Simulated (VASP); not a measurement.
Wanted: the native input for a VASP 6.6.1 run.

* Task: relaxation of cell and atoms
* Functional: PBE
* Potentials or basis: VASP PAW PBE potentials, release 64 (In_d, As)
* Cutoff: 600 eV
* k mesh: 10 × 10 × 10
* Occupations: gaussian, width 0.03 eV
* Spin: no spin polarisation
* Further INCAR settings: ALGO = Normal; EDIFF = 1e-06; IBRION = 2; EDIFFG = -0.01; NSW = 90; ISIF = 3

The structure of InAs lies in POSCAR:

```
InAs
1.0
    0.0000000000      3.0180000000      3.0180000000
    3.0180000000      0.0000000000      3.0180000000
    3.0180000000      3.0180000000      0.0000000000
In As
1 1
Direct
    0.0000000000      0.0000000000      0.0000000000
    0.2500000000      0.2500000000      0.2500000000
```

These files were run (other wordings do the same):

INCAR

```
PREC = Accurate
ENCUT = 600
EDIFF = 1E-6
ISMEAR = 0
SIGMA = 0.03
LREAL = False
LASPH = True
NELM = 80
ALGO = Normal
ISIF = 3
LWAVE = False
LCHARG = False
GGA = PE
IBRION = 2
NSW = 90
EDIFFG = -0.01
```

KPOINTS

```
regular mesh
0
Gamma
  10 10 10
```

Potentials or basis: VASP PAW PBE potentials, release 64 (In_d, As).

Launch:

```console
$ cat potpaw_PBE.64/In_d/POTCAR potpaw_PBE.64/As/POTCAR > POTCAR
$ mpirun -np 1 vasp_std > vasp.out
```

It gave:

```
Relaxed volume                         : 29.62 Å³/atom
Relaxed cell                           : a = 4.376 Å, b = 4.376 Å, c = 4.376 Å, α = 60.00°, β = 60.00°, γ = 60.00°
Space group after relaxing (to 0.05 Å) : F-43m (No. 216)
Energy gained by relaxing              : 27.1 meV/atom
Ionic steps                            : 3
Pressure after relaxing                : 0.0 GPa
Band gap on the k mesh                 : none (metal or under the smearing width)
```

Caveat: this crystal is a semiconductor, whose small gap the functional closes, so the metal is an error of the method.

It took 37 s on 1 thread of Intel(R) Xeon(R) 6975P-C (Granite Rapids), on a shared host, peak memory 0.24 GiB.
